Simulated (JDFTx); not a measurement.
TiO2:

```
CELL_PARAMETERS angstrom
4.59984 0.00000 0.00000
0.00000 4.59984 0.00000
0.00000 0.00000 2.95921
ATOMIC_POSITIONS crystal
Ti 0.00000 0.00000 0.50000
Ti 0.50000 0.50000 0.00000
O 0.30432 0.30432 0.50000
O 0.19568 0.80432 0.00000
O 0.80432 0.19568 0.00000
O 0.69568 0.69568 0.50000
```

The cell is a database's computed one.

```yaml
Program: JDFTx 1.7.0 (patched build)
Task: single point
Functional: PBE
Potentials_or_basis: PseudoDojo-SR-PBE-0.5-standard
Cutoff: 1143 eV
Density_cutoff: 9143 eV
k_mesh: 6 × 6 × 9
Occupations: fermi-dirac, width 0.05 eV
Spin: no spin polarisation
```

On this cell: pressure 3.6 GPa; largest force 0.019 eV/Å; band gap on the k mesh 1.88 eV, direct.

The same run follows on a disturbed copy (atoms moved at random, drawn with an rms of 0.05 Å):

```
CELL_PARAMETERS angstrom
4.59984 0.00000 0.00000
0.00000 4.59984 0.00000
0.00000 0.00000 2.95921
ATOMIC_POSITIONS crystal
Ti 0.99285 0.00757 0.49742
Ti 0.49187 0.51062 0.99653
O 0.30654 0.30354 0.49639
O 0.18927 0.80785 0.00486
O 0.79551 0.19416 0.00703
O 0.69910 0.70567 0.50990
```

Task: What does the disturbed cell give?

Result: The energy moves by +6.0 meV/atom; pressure 3.5 GPa; largest force 0.864 eV/Å; band gap on the k mesh 1.81 eV, indirect (least direct gap 1.84 eV).

Forces in eV/Å, atoms in the order of the input:
```
Ti  -0.041  0.099  0.015
Ti   0.050 -0.089 -0.028
O    0.073  0.461  0.254
O    0.344 -0.220 -0.002
O    0.155  0.368 -0.087
O   -0.581 -0.622 -0.149
```

Stress tensor (GPa, compression positive):
```
 3.85  0.18 -0.30
 0.18  3.70 -0.55
-0.30 -0.55  3.01
```

Caveats: an odd mesh through Γ misses points on the zone boundary, where band edges often lie.
